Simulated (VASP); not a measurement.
The system is Pb.

```xyz
2
Lattice="3.0386 -1.7503 0.0000 3.0386 1.7503 0.0000 -2.1155 0.0000 6.0952" Properties=species:S:1:pos:R:3 pbc="T T T"
Pb    3.9848    0.0000    4.4269
Pb   -0.0230    0.0000    1.6683
```

This isn't the form of Pb at room conditions, which is fcc.

```yaml
Program: VASP 6.6.1
Task: single point
Functional: PBE
Potentials_or_basis: VASP PAW PBE potentials, release 64 (Pb_d)
Cutoff: 520 eV
k_mesh: 9 × 9 × 5
Occupations: fermi-dirac, width 0.05 eV
Spin: no spin polarisation
```

On this cell: pressure 0.7 GPa; largest force 0.079 eV/Å; band gap on the k mesh none (metal or under the smearing width).

The same run follows on a disturbed copy (atoms moved at random, drawn with an rms of 0.05 Å):

```xyz
2
Lattice="3.0386 -1.7503 0.0000 3.0386 1.7503 0.0000 -2.1155 0.0000 6.0952" Properties=species:S:1:pos:R:3 pbc="T T T"
Pb    3.9634    0.0235    4.4427
Pb   -0.0398   -0.0191    1.6547
```

Task: What changes?

Result: The energy (extrapolated to zero smearing) moves by +1.8 meV/atom; pressure 0.6 GPa; largest force 0.146 eV/Å; band gap on the k mesh none (metal or under the smearing width).

Forces on the atoms (eV/Å):
```
Pb   0.029 -0.010 -0.143
Pb  -0.029  0.010  0.143
```

Stress tensor (GPa, compression positive):
```
 0.61 -0.06 -0.01
-0.06  0.60 -0.12
-0.01 -0.12  0.68
```
